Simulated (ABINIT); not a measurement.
# BP (F-43m) in ABINIT: a series of runs

Aim: see how the results for BP move with the level of theory and the settings. Levels: PBEsol, HLE16. Tasks: band structure.

Everything below comes from runs of ABINIT 10.8.3 (patched build). Logs are shortened: lines on timing, memory, paths and dates and some standing lists are left out, and cuts for length are marked. The log counts tension as positive stress, the text compression.

### Step 1. Starting point

Symmetry: F-43m, No. 216, cubic system. The conventional cell has a = 4.538 Å, b = 4.538 Å, c = 4.538 Å, α = 90.00°, β = 90.00°, γ = 90.00°. P (site symmetry -43m) has 4 B at 1.97 Å as nearest neighbours. Around B (site symmetry -43m) lie 4 P at 1.97 Å.

### Step 2. Band structure, PBEsol

The input, run.abi:

```
# Datasets: ground state, then fixed potential
ndtset 2

# Pseudopotentials
pp_dirpath "./"
pseudos "P.upf, B.upf"

# Structure
acell 3*1.0 Angstrom
rprim
     0.0000000000     2.2690000000     2.2690000000
     2.2690000000     0.0000000000     2.2690000000
     2.2690000000     2.2690000000     0.0000000000
ntypat 2
znucl 15 5
natom 2
typat 1 2
xred
     0.7500000000     0.7500000000     0.7500000000
     0.0000000000     0.0000000000     0.0000000000

# Plane-wave basis
ecut 38.0

# Exchange and correlation
ixc -116133

# Bands and occupations
occopt 3
tsmear 0.05 eV

# SCF cycle
nstep 100

# Output
iomode 3
prtwf 0
prteig 0
prtebands 0
enunit 2
prtden1 1
prtvha1 1
prtvclmb1 1
prtpot1 1
prtelf1 1

# Dataset 1
kptopt1 1
ngkpt1 10 10 10
nshiftk1 1
shiftk1 0.0 0.0 0.0
nband1 8
tolvrs1 1.0e-10

# Dataset 2: bands along G-X-W-K-G-L-U-W-L-K
iscf2 -2
getden2 1
nband2 12
nbdbuf2 2
tolwfr2 1.0e-12
kptopt2 -9
ndivsm2 8
prteig2 1
prtvol2 -3
kptbounds2
     0.0000000000     0.0000000000     0.0000000000
     0.5000000000     0.0000000000     0.5000000000
     0.5000000000     0.2500000000     0.7500000000
     0.3750000000     0.3750000000     0.7500000000
     0.0000000000     0.0000000000     0.0000000000
     0.5000000000     0.5000000000     0.5000000000
     0.6250000000     0.2500000000     0.6250000000
     0.5000000000     0.2500000000     0.7500000000
     0.5000000000     0.5000000000     0.5000000000
     0.3750000000     0.3750000000     0.7500000000
```

Potentials or basis: PseudoDojo NC SR PBEsol v0.4 stringent.

Command:

```sh
abinit run.abi > log 2>&1
```

run.abo:

```text
.Version 10.8.3 of ABINIT
 DATASET    1 : space group F-4 3 m (#216); Bravais cF (face-center cubic)
================================================================================
 Values of the parameters that define the memory need for DATASET  1.
     intxc =       0    ionmov =       0      iscf =       7    lmnmax =       6
     lnmax =       6     mgfft =      36  mpssoang =       3    mqgrid =    3001
     natom =       2  nloc_mem =       1    nspden =       1   nspinor =       1
    nsppol =       1      nsym =      24    n1xccc =    2501    ntypat =       2
    occopt =       3   xclevel =       2
       mpw =        1784          nfft =       46656          nkpt =          47
================================================================================
================================================================================

 DATASET    2 : space group F-4 3 m (#216); Bravais cF (face-center cubic)
================================================================================
 Values of the parameters that define the memory need for DATASET  2.
     intxc =       0    ionmov =       0      iscf =      -2    lmnmax =       6
     lnmax =       6     mgfft =      36  mpssoang =       3    mqgrid =    3001
     natom =       2  nloc_mem =       1    nspden =       1   nspinor =       1
    nsppol =       1      nsym =      24    n1xccc =    2501    ntypat =       2
    occopt =       3   xclevel =       2
       mpw =        1807          nfft =       46656          nkpt =         139
================================================================================
================================================================================

--------------------------------------------------------------------------------
------------- Echo of variables that govern the present computation ------------
--------------------------------------------------------------------------------
 -outvars: echo values of preprocessed input variables --------
            acell      1.8897261259E+00  1.8897261259E+00  1.8897261259E+00 Bohr
              amu      3.09737620E+01  1.08110000E+01
             ecut      3.80000000E+01 Hartree
           enunit           2
           getden1          0
           getden2          1
             iscf1          7
             iscf2         -2
              ixc     -116133
           jdtset        1    2
           kptopt1          1
           kptopt2         -9
         kptrlatt       10    0    0      0   10    0      0    0   10
          kptrlen1     6.06384876E+01
          kptrlen2     3.00000000E+01
            natom           2
            nband1          8
            nband2         12
           nbdbuf1          0
           nbdbuf2          2
           ndtset           2
           ndivsm1          0
           ndivsm2          8
            ngfft          36      36      36
             nkpt1         47
             nkpt2        139
            nstep         100
             nsym          24
           ntypat           2
           occopt           3
        prtebands           0
           prteig1          0
           prteig2          1
           prtelf1          1
           prtelf2          0
           prtpot1          1
           prtpot2          0
         prtvclmb1          1
         prtvclmb2          0
           prtvha1          1
           prtvha2          0
           prtvol1          0
           prtvol2         -3
            prtwf           0
            rprim      0.0000000000E+00  2.2690000000E+00  2.2690000000E+00
                       2.2690000000E+00  0.0000000000E+00  2.2690000000E+00
                       2.2690000000E+00  2.2690000000E+00  0.0000000000E+00
           shiftk1     0.00000000E+00  0.00000000E+00  0.00000000E+00
           shiftk2     5.00000000E-01  5.00000000E-01  5.00000000E-01
          spgroup         216
           tolvrs1     1.00000000E-10
           tolvrs2     0.00000000E+00
           tolwfr1     0.00000000E+00
           tolwfr2     1.00000000E-12
[... 904 lines left out ...]
 Non-SCF case, kpt  139 (  0.37500  0.37500  0.75000), residuals and eigenvalues=
  2.27E-13  7.32E-13  7.46E-13  3.16E-13  2.16E-13  3.41E-13  1.00E-12  4.65E-13
  1.60E-13  7.86E-13  1.74E-07  7.48E-06
 -1.1856E-01 -2.8607E-02  4.0339E-02  1.4206E-01  3.4644E-01  4.8858E-01
  6.2698E-01  6.5903E-01  6.9575E-01  7.4282E-01  9.4460E-01  1.0426E+00

--- !ResultsGS
iteration_state: {dtset: 2, }
comment   : Summary of ground state results
lattice_vectors:
- [  0.0000000,   4.2877886,   4.2877886, ]
- [  4.2877886,   0.0000000,   4.2877886, ]
- [  4.2877886,   4.2877886,   0.0000000, ]
lattice_lengths: [   6.06385,    6.06385,    6.06385, ]
lattice_angles: [ 60.000,  60.000,  60.000, ] # degrees, (23, 13, 12)
lattice_volume:   1.5766311E+02
convergence: {deltae:  0.000E+00, res2:  0.000E+00, residm:  9.999E-13, diffor:  0.000E+00, }
etotal    :  -9.89011122E+00
entropy   :   0.00000000E+00
fermie    :   2.91843788E-01
cartesian_stress_tensor: null
pressure_GPa: null
xred      :
- [  7.5000E-01,   7.5000E-01,   7.5000E-01,  P]
- [  0.0000E+00,   0.0000E+00,   0.0000E+00,  B]
cartesian_forces: null
force_length_stats: {min: null, max: null, mean: null, }
...

 Integrated electronic density in atomic spheres:
 ------------------------------------------------
 Atom  Sphere_radius  Integrated_density
    1        2.00000          2.91916497
    2        2.00000          2.69801280
================================================================================

 ----iterations are completed or convergence reached----

 Mean square residual over all n,k,spin=   49.188E-14; max=  99.993E-14
 reduced coordinates (array xred) for    2 atoms
       0.750000000000      0.750000000000      0.750000000000
       0.000000000000      0.000000000000      0.000000000000

 cartesian coordinates (angstrom) at end:
    1      3.40350000000000     3.40350000000000     3.40350000000000
    2      0.00000000000000     0.00000000000000     0.00000000000000
 length scales=  1.889726125908  1.889726125908  1.889726125908 bohr
              =  1.000000000000  1.000000000000  1.000000000000 angstroms
 Eigenvalues (hartree) for nkpt= 139  k points:
 kpt#   1, nband= 12, wtk=  1.00000, kpt=  0.0000  0.0000  0.0000 (reduced coord)
  -0.29783    0.27162    0.27162    0.27162    0.39510    0.39510    0.39510    0.54085
   0.68526    0.71264    0.71264    0.84205
 kpt#   2, nband= 12, wtk=  1.00000, kpt=  0.0217  0.0000  0.0217 (reduced coord)
  -0.29741    0.26964    0.26964    0.27012    0.39417    0.39753    0.39753    0.54209
   0.68671    0.70771    0.71309    0.84289
 kpt#   3, nband= 12, wtk=  1.00000, kpt=  0.0435  0.0000  0.0435 (reduced coord)
  -0.29616    0.26415    0.26415    0.26573    0.39150    0.40440    0.40440    0.54546
   0.69087    0.69518    0.71442    0.84621
 kpt#   4, nband= 12, wtk=  1.00000, kpt=  0.0652  0.0000  0.0652 (reduced coord)
  -0.29406    0.25610    0.25610    0.25867    0.38738    0.41473    0.41473    0.54990
   0.67880    0.69810    0.71665    0.84952
 kpt#   5, nband= 12, wtk=  1.00000, kpt=  0.0870  0.0000  0.0870 (reduced coord)
  -0.29113    0.24649    0.24649    0.24928    0.38216    0.42753    0.42753    0.55343
   0.66327    0.70757    0.71975    0.85514
 kpt#   6, nband= 12, wtk=  1.00000, kpt=  0.1087  0.0000  0.1087 (reduced coord)
  -0.28737    0.23605    0.23605    0.23793    0.37619    0.44203    0.44203    0.55308
[... 385 lines left out ...]
 kpt# 135, nband= 12, wtk=  1.00000, kpt=  0.4107  0.4107  0.6786 (reduced coord)
  -0.13903   -0.03154    0.06569    0.15950    0.36667    0.55884    0.56535    0.59116
   0.69647    0.73557    0.93150    0.96241
 kpt# 136, nband= 12, wtk=  1.00000, kpt=  0.4018  0.4018  0.6964 (reduced coord)
  -0.13275   -0.02786    0.05253    0.15430    0.36046    0.54322    0.58371    0.60891
   0.69320    0.73245    0.94217    0.98173
 kpt# 137, nband= 12, wtk=  1.00000, kpt=  0.3929  0.3929  0.7143 (reduced coord)
  -0.12676   -0.02601    0.04326    0.14962    0.35499    0.52479    0.60087    0.62915
   0.69043    0.73197    0.94595    1.00625
 kpt# 138, nband= 12, wtk=  1.00000, kpt=  0.3839  0.3839  0.7321 (reduced coord)
  -0.12171   -0.02657    0.03919    0.14552    0.35031    0.50639    0.61568    0.64754
   0.68979    0.73512    0.94640    1.03976
 kpt# 139, nband= 12, wtk=  1.00000, kpt=  0.3750  0.3750  0.7500 (reduced coord)
  -0.11856   -0.02861    0.04034    0.14206    0.34644    0.48858    0.62698    0.65903
   0.69575    0.74282    0.94460    1.04265
 Eigenvalues (   eV  ) for nkpt= 139  k points:
 kpt#   1, nband= 12, wtk=  1.00000, kpt=  0.0000  0.0000  0.0000 (reduced coord)
  -8.10446    7.39108    7.39108    7.39108   10.75108   10.75108   10.75108   14.71734
  18.64700   19.39191   19.39191   22.91326
 kpt#   2, nband= 12, wtk=  1.00000, kpt=  0.0217  0.0000  0.0217 (reduced coord)
  -8.09304    7.33730    7.33730    7.35042   10.72590   10.81738   10.81738   14.75101
  18.68630   19.25765   19.40404   22.93634
 kpt#   3, nband= 12, wtk=  1.00000, kpt=  0.0435  0.0000  0.0435 (reduced coord)
  -8.05879    7.18776    7.18776    7.23081   10.65339   11.00441   11.00441   14.84270
  18.79966   18.91670   19.44040   23.02654
 kpt#   4, nband= 12, wtk=  1.00000, kpt=  0.0652  0.0000  0.0652 (reduced coord)
  -8.00176    6.96893    6.96893    7.03875   10.54126   11.28548   11.28548   14.96341
  18.47115   18.99616   19.50091   23.11665
 kpt#   5, nband= 12, wtk=  1.00000, kpt=  0.0870  0.0000  0.0870 (reduced coord)
  -7.92202    6.70737    6.70737    6.78332   10.39921   11.63365   11.63365   15.05969
  18.04844   19.25404   19.58545   23.26962
 kpt#   6, nband= 12, wtk=  1.00000, kpt=  0.1087  0.0000  0.1087 (reduced coord)
  -7.81968    6.42321    6.42321    6.47448   10.23664   12.02838   12.02838   15.05003
[... 386 lines left out ...]
  -3.78329   -0.85831    1.78747    4.34035    9.97772   15.20687   15.38402   16.08620
  18.95202   20.01591   25.34745   26.18852
 kpt# 136, nband= 12, wtk=  1.00000, kpt=  0.4018  0.4018  0.6964 (reduced coord)
  -3.61236   -0.75822    1.42934    4.19878    9.80874   14.78166   15.88347   16.56932
  18.86306   19.93097   25.63774   26.71422
 kpt# 137, nband= 12, wtk=  1.00000, kpt=  0.3929  0.3929  0.7143 (reduced coord)
  -3.44934   -0.70769    1.17725    4.07138    9.65987   14.28039   16.35050   17.12016
  18.78748   19.91802   25.74072   27.38134
 kpt# 138, nband= 12, wtk=  1.00000, kpt=  0.3839  0.3839  0.7321 (reduced coord)
  -3.31178   -0.72312    1.06638    3.95991    9.53243   13.77948   16.75352   17.62046
  18.77011   20.00370   25.75297   28.29334
 kpt# 139, nband= 12, wtk=  1.00000, kpt=  0.3750  0.3750  0.7500 (reduced coord)
  -3.22625   -0.77844    1.09768    3.86573    9.42712   13.29487   17.06105   17.93311
  18.93236   20.21305   25.70376   28.37185

== END DATASET(S) ==============================================================
================================================================================

 -outvars: echo values of variables after computation  --------
            acell      1.8897261259E+00  1.8897261259E+00  1.8897261259E+00 Bohr
           etotal1    -9.8901112206E+00
            fcart1    -0.0000000000E+00 -0.0000000000E+00 -0.0000000000E+00
                      -0.0000000000E+00 -0.0000000000E+00 -0.0000000000E+00
            rprim      0.0000000000E+00  2.2690000000E+00  2.2690000000E+00
                       2.2690000000E+00  0.0000000000E+00  2.2690000000E+00
                       2.2690000000E+00  2.2690000000E+00  0.0000000000E+00
           strten1     6.4840554360E-05  6.4840554360E-05  6.4840554360E-05
                       0.0000000000E+00  0.0000000000E+00  0.0000000000E+00
           xangst      3.4035000000E+00  3.4035000000E+00  3.4035000000E+00
                       0.0000000000E+00  0.0000000000E+00  0.0000000000E+00
             xred      7.5000000000E-01  7.5000000000E-01  7.5000000000E-01
                       0.0000000000E+00  0.0000000000E+00  0.0000000000E+00
 Calculation completed.
```

Run time: 58 s. Hardware: 1 thread of Arm Neoverse V2, shared host; peak memory 0.11 GiB.

What came out:

- Free energy: -269.1236 eV
- Pressure: -1.9 GPa
- Band gap on the k mesh: 1.14 eV, indirect (least direct gap 3.36 eV)
- Band gap along the path: 1.13 eV, indirect (least direct gap 3.36 eV)
- Valence electrons inside the program's atomic spheres: P 2.92; B 2.70

Levels at the corners of the path, in eV from the valence-band top:
```
point  band 2  band 3  band 4  band 5  band 6  band 7
    Γ    0.00    0.00    0.00    3.36    3.36    3.36
    X   -8.59   -4.14   -4.14    1.23    1.52   12.03
    W   -8.05   -5.74   -5.53    5.24    6.64    7.18
    K   -8.17   -6.29   -3.53    2.04    5.90    9.67
    Γ    0.00    0.00    0.00    3.36    3.36    3.36
    L   -9.09   -1.76   -1.76    3.72    4.65    4.65
    U   -8.17   -6.29   -3.53    2.04    5.90    9.67
    W   -8.05   -5.74   -5.53    5.24    6.64    7.18
    L   -9.09   -1.76   -1.76    3.72    4.65    4.65
    K   -8.17   -6.29   -3.53    2.04    5.90    9.67
```

### Step 3. Band structure, HLE16

run.abi, as its differences from that of step 2:

```diff
@@ -8,7 +8,7 @@
 # Structure
-acell 3*1.0 Angstrom
+acell 3*1.0
 rprim
-     0.0000000000     2.2690000000     2.2690000000
-     2.2690000000     0.0000000000     2.2690000000
-     2.2690000000     2.2690000000     0.0000000000
+     0.0000000000     4.2877885768     4.2877885768
+     4.2877885768     0.0000000000     4.2877885768
+     4.2877885768     4.2877885768     0.0000000000
 ntypat 2
@@ -25,3 +25,3 @@
 # Exchange and correlation
-ixc -116133
+ixc -545
 
@@ -29,3 +29,3 @@
 occopt 3
-tsmear 0.05 eV
+tsmear 0.00183747
 
@@ -41,6 +41,2 @@
 prtden1 1
-prtvha1 1
-prtvclmb1 1
-prtpot1 1
-prtelf1 1
 
@@ -61,3 +57,3 @@
 kptopt2 -9
-ndivsm2 8
+ndivsm2 5
 prteig2 1
```

Potentials or basis: PseudoDojo NC SR PBE v0.4.1 standard.

Command:

```sh
abinit run.abi > log 2>&1
```

It took 46 s on 1 thread of Arm Neoverse V2, shared host; peak memory 0.11 GiB.

It converged, with:

| Quantity | Value |
| --- | --- |
| Free energy | -287.3549 eV |
| Pressure | -32.7 GPa |
| Band gap on the k mesh | 1.86 eV, indirect (least direct gap 3.54 eV) |
| Band gap along the path | 1.86 eV, indirect (least direct gap 3.54 eV) |
| Valence electrons inside the program's atomic spheres | P 3.00; B 2.77 |

Levels at the corners of the path, in eV from the valence-band top:
```csv
point,band 1,band 2,band 3,band 4,band 5,band 6,band 7,band 8
Γ,-15.21,0.00,0.00,0.00,3.54,3.54,3.54,7.43
X,-10.55,-8.41,-3.98,-3.98,1.99,2.41,12.04,12.04
W,-10.33,-7.96,-5.32,-5.12,5.88,7.39,7.42,7.58
K,-10.58,-8.02,-5.83,-3.39,2.79,6.48,9.75,10.68
Γ,-15.21,0.00,0.00,0.00,3.54,3.54,3.54,7.43
L,-12.05,-8.67,-1.73,-1.73,4.06,5.01,5.01,11.06
U,-10.58,-8.02,-5.83,-3.39,2.79,6.48,9.75,10.68
W,-10.33,-7.96,-5.32,-5.12,5.88,7.39,7.42,7.58
L,-12.05,-8.67,-1.73,-1.73,4.06,5.01,5.01,11.06
K,-10.58,-8.02,-5.83,-3.39,2.79,6.48,9.75,10.68
```

Caveat: the cell as given lies far from equilibrium; the potentials were made for a functional far from this one; so large a pressure means that the cell lies far from this level's equilibrium, or that cutoff or potentials fall short; the potentials were made for another functional, which shifts forces and pressure.
